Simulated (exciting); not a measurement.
# NaCl (Pm-3m) in exciting: further runs

The runs below take NaCl through band structure, with PBEsol, RPBE.

Everything below comes from runs of exciting (release sodium). Logs are shortened: lines on timing, memory, paths and dates and some standing lists are left out, and cuts for length are marked.

**1. The crystal as given**

Symmetry: Pm-3m, No. 221, cubic system. The conventional cell has a = 3.502 Å, b = 3.502 Å, c = 3.502 Å, α = 90.00°, β = 90.00°, γ = 90.00°. Cl (site symmetry m-3m) is surrounded by 8 Na at 3.03 Å. Na (site symmetry m-3m) is surrounded by 8 Cl at 3.03 Å.

Measurements of this composition are mostly on another form, of space group No. 225.

**2. Band structure, PBEsol**

Contents of input.xml:

```xml
<input>
  <title>NaCl</title>
  <structure speciespath="./" tshift="false">
    <crystal scale="1">
      <basevect>6.618179936403 0.000000000000 0.000000000000</basevect>
      <basevect>0.000000000000 6.618179936403 0.000000000000</basevect>
      <basevect>0.000000000000 0.000000000000 6.618179936403</basevect>
    </crystal>
    <species speciesfile="Cl.xml" rmt="1.9">
      <atom coord="0.500000000000 0.500000000000 0.500000000000"/>
    </species>
    <species speciesfile="Na.xml" rmt="2">
      <atom coord="0.000000000000 0.000000000000 0.000000000000"/>
    </species>
  </structure>
  <groundstate do="fromscratch" ngridk="8 8 8" rgkmax="7.5" gmaxvr="14" lmaxapw="10" lmaxmat="10" lmaxvr="8" xctype="GGA_PBE_SOL" stype="Fermi Dirac" swidth="0.00183747" nempty="10" ValenceRelativity="iora*" epsengy="1e-05" epspot="1e-05" maxscl="60" outputlevel="low"/>
  <properties>
    <bandstructure>
      <plot1d>
        <path steps="80">
          <point coord="0 0 0" label="G"/>
          <point coord="0 0.5 0" label="X"/>
          <point coord="0.5 0.5 0" label="M"/>
          <point coord="0 0 0" label="G"/>
          <point coord="0.5 0.5 0.5" label="R"/>
          <point coord="0 0.5 0" label="X" breakafter="true"/>
          <point coord="0.5 0.5 0" label="M"/>
          <point coord="0.5 0.5 0.5" label="R"/>
        </path>
      </plot1d>
    </bandstructure>
    <dos nwdos="300" winddos="-0.6 0.5" inttype="tetra" ngrdos="100" nsmdos="1"/>
  </properties>
</input>
```

Potentials or basis: all-electron LAPW+lo, shipped species files, valence relativity iora*.

Started as:

```
$ OMP_NUM_THREADS=1 exciting_smp
```

INFO.OUT:

```text
================================================================================
EXCITING SODIUM started
[... 10 lines left out ...]

 Lattice vectors (cartesian) :
      6.6181799364      0.0000000000      0.0000000000
      0.0000000000      6.6181799364      0.0000000000
      0.0000000000      0.0000000000      6.6181799364

 Reciprocal lattice vectors (cartesian) :
      0.9493826653      0.0000000000      0.0000000000
      0.0000000000      0.9493826653      0.0000000000
      0.0000000000      0.0000000000      0.9493826653

 Unit cell volume                           :     289.8783041975
 Brillouin zone volume                      :       0.8557046521

 Species :    1 (Cl)
     parameters loaded from                 :    Cl.xml
     name                                   :    chlorine

     atomic positions (lattice) :
       1 :   0.50000000  0.50000000  0.50000000

 Species :    2 (Na)
     parameters loaded from                 :    Na.xml
     name                                   :    sodium

     atomic positions (lattice) :
       1 :   0.00000000  0.00000000  0.00000000

 Total number of atoms per unit cell        :       2

 Spin treatment                             :    spin-unpolarised

 Number of Bravais lattice symmetries       :      48
 Number of crystal symmetries               :      48

 k-point grid                               :       8    8    8
 Total number of k-points                   :      35
 k-point set is reduced with crystal symmetries

 R^MT_min * |G+k|_max (rgkmax)              :       7.50000000

 G-vector grid sizes                        :      30    30    30
 Total number of G-vectors                  :   13397

 Total nuclear charge                       :     -28.00000000
 Total electronic charge                    :      28.00000000

 Number of empty states                     :      10
 Total number of valence states             :      19

 Exchange-correlation type                  :      22
     PBEsol, Phys. Rev. Lett. 100, 136406 (2008)
     Generalised gradient approximation (GGA)

[... 8 lines left out ...]
* Groundstate module started                                                   *
********************************************************************************
 Output level for this task is set to low

++++++++++++++++++++++++++++++++++++++++++++++++++++++++++++++++++++++++++++++++
[... 5 lines left out ...]
+ SCF iteration number :    1                                                  +
++++++++++++++++++++++++++++++++++++++++++++++++++++++++++++++++++++++++++++++++
 Total energy                               :      -624.47617551
 _______________________________________________________________
 Fermi energy                               :         0.06226182
 DOS at Fermi energy (states/Ha/cell)       :         0.00000000
 Electron charge: Core leakage              :         0.00014459

 Estimated fundamental gap                  :         0.16968556
        valence-band maximum at   15      0.5000  0.5000  0.0000
     conduction-band minimum at    1      0.0000  0.0000  0.0000

++++++++++++++++++++++++++++++++++++++++++++++++++++++++++++++++++++++++++++++++
+ SCF iteration number :    2                                                  +
++++++++++++++++++++++++++++++++++++++++++++++++++++++++++++++++++++++++++++++++
 Total energy                               :      -623.60586336
 _______________________________________________________________
 Fermi energy                               :         0.07334956
 DOS at Fermi energy (states/Ha/cell)       :         0.00000000
 Electron charge: Core leakage              :         0.00014629

 Estimated fundamental gap                  :         0.15578329
        valence-band maximum at   15      0.5000  0.5000  0.0000
     conduction-band minimum at    1      0.0000  0.0000  0.0000

 RMS change in effective potential (target) :  0.634682      ( 0.100000E-04)
 Absolute change in total energy   (target) :  0.870312      ( 0.100000E-04)
 Charge distance                   (target) :  0.592110E-02  ( 0.100000E-04)

++++++++++++++++++++++++++++++++++++++++++++++++++++++++++++++++++++++++++++++++
+ SCF iteration number :    3                                                  +
++++++++++++++++++++++++++++++++++++++++++++++++++++++++++++++++++++++++++++++++
 Total energy                               :      -623.16999984
 _______________________________________________________________
 Fermi energy                               :         0.07982566
 DOS at Fermi energy (states/Ha/cell)       :         0.00000000
 Electron charge: Core leakage              :         0.00014680

 Estimated fundamental gap                  :         0.14816917
        valence-band maximum at   15      0.5000  0.5000  0.0000
     conduction-band minimum at    1      0.0000  0.0000  0.0000

 RMS change in effective potential (target) :  0.477484      ( 0.100000E-04)
 Absolute change in total energy   (target) :  0.435864      ( 0.100000E-04)
 Charge distance                   (target) :  0.322878E-02  ( 0.100000E-04)

++++++++++++++++++++++++++++++++++++++++++++++++++++++++++++++++++++++++++++++++
+ SCF iteration number :    4                                                  +
++++++++++++++++++++++++++++++++++++++++++++++++++++++++++++++++++++++++++++++++
 Total energy                               :      -624.65341322
 _______________________________________________________________
 Fermi energy                               :         0.07255997
 DOS at Fermi energy (states/Ha/cell)       :         0.00000000
 Electron charge: Core leakage              :         0.00014047

 Estimated fundamental gap                  :         0.16309073
        valence-band maximum at   15      0.5000  0.5000  0.0000
     conduction-band minimum at    1      0.0000  0.0000  0.0000

 RMS change in effective potential (target) :  0.600982E-01  ( 0.100000E-04)
 Absolute change in total energy   (target) :   1.48341      ( 0.100000E-04)
 Charge distance                   (target) :  0.768955E-02  ( 0.100000E-04)

++++++++++++++++++++++++++++++++++++++++++++++++++++++++++++++++++++++++++++++++
+ SCF iteration number :    5                                                  +
++++++++++++++++++++++++++++++++++++++++++++++++++++++++++++++++++++++++++++++++
 Total energy                               :      -622.32171617
 _______________________________________________________________
 Fermi energy                               :         0.09358971
 DOS at Fermi energy (states/Ha/cell)       :         0.00000000
 Electron charge: Core leakage              :         0.00014761
[... 94 lines left out ...]
++++++++++++++++++++++++++++++++++++++++++++++++++++++++++++++++++++++++++++++++
+ SCF iteration number :   11                                                  +
++++++++++++++++++++++++++++++++++++++++++++++++++++++++++++++++++++++++++++++++
 Total energy                               :      -622.98374193
 _______________________________________________________________
 Fermi energy                               :         0.08779577
 DOS at Fermi energy (states/Ha/cell)       :         0.00000000
 Electron charge: Core leakage              :         0.00014545

 Estimated fundamental gap                  :         0.14157324
        valence-band maximum at   15      0.5000  0.5000  0.0000
     conduction-band minimum at    1      0.0000  0.0000  0.0000

 RMS change in effective potential (target) :  0.788643E-05  ( 0.100000E-04)
 Absolute change in total energy   (target) :  0.152380E-03  ( 0.100000E-04)
 Charge distance                   (target) :  0.539465E-06  ( 0.100000E-04)

++++++++++++++++++++++++++++++++++++++++++++++++++++++++++++++++++++++++++++++++
+ SCF iteration number :   12                                                  +
++++++++++++++++++++++++++++++++++++++++++++++++++++++++++++++++++++++++++++++++
 Total energy                               :      -622.98374549
 _______________________________________________________________
 Fermi energy                               :         0.08779597
 DOS at Fermi energy (states/Ha/cell)       :         0.00000000
 Electron charge: Core leakage              :         0.00014545

 Estimated fundamental gap                  :         0.14157287
        valence-band maximum at   15      0.5000  0.5000  0.0000
     conduction-band minimum at    1      0.0000  0.0000  0.0000

 RMS change in effective potential (target) :  0.348611E-05  ( 0.100000E-04)
 Absolute change in total energy   (target) :  0.356036E-05  ( 0.100000E-04)
 Charge distance                   (target) :  0.187966E-06  ( 0.100000E-04)

++++++++++++++++++++++++++++++++++++++++++++++++++++++++++++++++++++++++++++++++
+ SCF iteration number :   13                                                  +
++++++++++++++++++++++++++++++++++++++++++++++++++++++++++++++++++++++++++++++++
 Total energy                               :      -622.98374974
 _______________________________________________________________
 Fermi energy                               :         0.08779590
 DOS at Fermi energy (states/Ha/cell)       :         0.00000000
 Electron charge: Core leakage              :         0.00014545

 Estimated fundamental gap                  :         0.14157298
        valence-band maximum at   15      0.5000  0.5000  0.0000
     conduction-band minimum at    1      0.0000  0.0000  0.0000

 RMS change in effective potential (target) :  0.126548E-06  ( 0.100000E-04)
 Absolute change in total energy   (target) :  0.425762E-05  ( 0.100000E-04)
 Charge distance                   (target) :  0.452697E-07  ( 0.100000E-04)

++++++++++++++++++++++++++++++++++++++++++++++++++++++++++++++++++++++++++++++++
| Convergency criteria checked for the last 2 iterations                       +
| Convergence targets achieved. Performing final SCF iteration                 +
++++++++++++++++++++++++++++++++++++++++++++++++++++++++++++++++++++++++++++++++
 Total energy                               :      -622.98374879
 _______________________________________________________________
 Fermi energy                               :         0.08779591
 DOS at Fermi energy (states/Ha/cell)       :         0.00000000
 Electron charge: Core leakage              :         0.00014545

 Estimated fundamental gap                  :         0.14157297
        valence-band maximum at   15      0.5000  0.5000  0.0000
     conduction-band minimum at    1      0.0000  0.0000  0.0000

++++++++++++++++++++++++++++++++++++++++++++++++++++++++++++++++++++++++++++++++
[... 12 lines left out ...]
| EXCITING SODIUM stopped                                                      =
================================================================================
```

It took 70 s on 1 thread of Arm Neoverse V2, shared host; peak memory 0.13 GiB.

What came out:

| Item | Value |
| --- | --- |
| Free energy | -16952.2514 eV |
| Band gap on the k mesh | 3.85 eV, indirect (least direct gap 4.35 eV) |
| Band gap along the path | 3.85 eV, indirect (least direct gap 4.35 eV) |

Levels at the corners of the path, in eV from the valence-band top:
```tsv
point	band 5	band 6	band 7	band 8	band 9	band 10	band 11	band 12
Γ	-13.37	-0.50	-0.50	-0.50	3.85	8.37	8.37	15.53
X	-13.00	-2.99	-0.26	-0.26	6.75	8.50	10.27	11.65
M	-12.73	-2.30	-2.30	0.00	5.42	9.68	10.89	10.89
Γ	-13.37	-0.50	-0.50	-0.50	3.85	8.37	8.37	15.53
R	-12.46	-1.88	-1.88	-1.88	6.95	6.95	6.95	11.70
X	-13.00	-2.99	-0.26	-0.26	6.75	8.50	10.27	11.65
M	-12.73	-2.30	-2.30	0.00	5.42	9.68	10.89	10.89
R	-12.46	-1.88	-1.88	-1.88	6.95	6.95	6.95	11.70
```

States per cell in windows of 1 eV (zero at the valence-band top; states under -8 eV left out):
| from (eV) | total |
| --- | --- |
| -8.0 | 0.00 |
| -7.0 | 0.00 |
| -6.0 | 0.00 |
| -5.0 | 0.00 |
| -4.0 | 0.00 |
| -3.0 | 1.63 |
| -2.0 | 2.10 |
| -1.0 | 2.23 |
| 0.0 | 0.03 |
| 1.0 | 0.00 |
| 2.0 | 0.00 |
| 3.0 | 0.00 |
| 4.0 | 0.07 |
| 5.0 | 0.31 |
| 6.0 | 1.39 |
| 7.0 | 0.48 |

**3. Band structure, RPBE**

Changes to input.xml since step 2:

```diff
@@ -15,3 +15,5 @@
   </structure>
-  <groundstate do="fromscratch" ngridk="8 8 8" rgkmax="7.5" gmaxvr="14" lmaxapw="10" lmaxmat="10" lmaxvr="8" xctype="GGA_PBE_SOL" stype="Fermi Dirac" swidth="0.00183747" nempty="10" ValenceRelativity="iora*" epsengy="1e-05" epspot="1e-05" maxscl="60" outputlevel="low"/>
+  <groundstate do="fromscratch" ngridk="8 8 8" rgkmax="7.5" gmaxvr="14" lmaxapw="10" lmaxmat="10" lmaxvr="8" stype="Fermi Dirac" swidth="0.00183747" nempty="10" ValenceRelativity="iora*" epsengy="1e-05" epspot="1e-05" maxscl="60" outputlevel="normal">
+    <libxc exchange="XC_GGA_X_RPBE" correlation="XC_GGA_C_PBE"/>
+  </groundstate>
   <properties>
@@ -31,3 +33,32 @@
     </bandstructure>
-    <dos nwdos="300" winddos="-0.6 0.5" inttype="tetra" ngrdos="100" nsmdos="1"/>
+    <chargedensityplot>
+      <plot3d>
+        <box grid="18 18 18">
+          <origin coord="0 0 0"/>
+          <point coord="1 0 0"/>
+          <point coord="0 1 0"/>
+          <point coord="0 0 1"/>
+        </box>
+      </plot3d>
+    </chargedensityplot>
+    <elfplot>
+      <plot3d>
+        <box grid="18 18 18">
+          <origin coord="0 0 0"/>
+          <point coord="1 0 0"/>
+          <point coord="0 1 0"/>
+          <point coord="0 0 1"/>
+        </box>
+      </plot3d>
+    </elfplot>
+    <exccplot>
+      <plot3d>
+        <box grid="18 18 18">
+          <origin coord="0 0 0"/>
+          <point coord="1 0 0"/>
+          <point coord="0 1 0"/>
+          <point coord="0 0 1"/>
+        </box>
+      </plot3d>
+    </exccplot>
   </properties>
```

Potentials or basis: all-electron LAPW+lo, shipped species files, valence relativity iora*.

Started as:

```
$ OMP_NUM_THREADS=1 exciting_smp
```

INFO.OUT:

```text
================================================================================
EXCITING SODIUM started
[... 10 lines left out ...]

 Lattice vectors (cartesian) :
      6.6181799364      0.0000000000      0.0000000000
      0.0000000000      6.6181799364      0.0000000000
      0.0000000000      0.0000000000      6.6181799364

 Reciprocal lattice vectors (cartesian) :
      0.9493826653      0.0000000000      0.0000000000
      0.0000000000      0.9493826653      0.0000000000
      0.0000000000      0.0000000000      0.9493826653

 Unit cell volume                           :     289.8783041975
 Brillouin zone volume                      :       0.8557046521

 Species :    1 (Cl)
[... 88 lines left out ...]
 Kinetic energy                             :       625.76377070
 Coulomb energy                             :     -1209.24823494
 Exchange energy                            :       -41.93040819
 Correlation energy                         :        -1.06308605
[... 430 lines left out ...]
 RMS change in effective potential (target) :  0.192356E-07  ( 0.100000E-04)
 Absolute change in total energy   (target) :  0.762014E-07  ( 0.100000E-04)
 Charge distance                   (target) :  0.352470E-08  ( 0.100000E-04)

++++++++++++++++++++++++++++++++++++++++++++++++++++++++++++++++++++++++++++++++
| Convergency criteria checked for the last 2 iterations                       +
| Convergence targets achieved. Performing final SCF iteration                 +
++++++++++++++++++++++++++++++++++++++++++++++++++++++++++++++++++++++++++++++++
 Total energy                               :      -624.29296542
 _______________________________________________________________
 Fermi energy                               :         0.10356588
 Kinetic energy                             :       626.73479969
 Coulomb energy                             :     -1208.14985043
 Exchange energy                            :       -41.81575482
 Correlation energy                         :        -1.06215987
[... 14 lines left out ...]
 Estimated fundamental gap                  :         0.15796184
        valence-band maximum at   15      0.5000  0.5000  0.0000
     conduction-band minimum at    1      0.0000  0.0000  0.0000

++++++++++++++++++++++++++++++++++++++++++++++++++++++++++++++++++++++++++++++++
[... 12 lines left out ...]
| EXCITING SODIUM stopped                                                      =
================================================================================
```

Wall time 84 s (1 thread of Arm Neoverse V2, shared host); peak memory 0.13 GiB.

What came out:

```
Free energy                                       : -16987.8770 eV
Band gap on the k mesh                            : 4.30 eV, indirect (least direct gap 4.78 eV)
Band gap along the path                           : 4.30 eV, indirect (least direct gap 4.78 eV)
All electrons inside the program's atomic spheres : Cl 14.75; Na 9.92 (radii Cl 1.9, Na 2.0 bohr)
```

Levels at the corners of the path, in eV from the valence-band top:
```tsv
point	band 4	band 5	band 6	band 7	band 8	band 9	band 10	band 11	band 12	band 13
Γ	-22.12	-13.36	-0.48	-0.48	-0.48	4.30	8.74	8.74	15.64	15.64
X	-22.11	-13.02	-2.86	-0.25	-0.25	7.20	8.85	10.53	11.90	11.90
M	-22.11	-12.75	-2.21	-2.21	0.00	5.81	10.03	11.35	11.35	12.59
Γ	-22.12	-13.36	-0.48	-0.48	-0.48	4.30	8.74	8.74	15.64	15.64
R	-22.14	-12.49	-1.81	-1.81	-1.81	7.36	7.36	7.36	11.99	16.16
X	-22.11	-13.02	-2.86	-0.25	-0.25	7.20	8.85	10.53	11.90	11.90
M	-22.11	-12.75	-2.21	-2.21	0.00	5.81	10.03	11.35	11.35	12.59
R	-22.14	-12.49	-1.81	-1.81	-1.81	7.36	7.36	7.36	11.99	16.16
```

Expect the measured gap to be larger: semilocal functionals such as RPBE lack the derivative discontinuity.
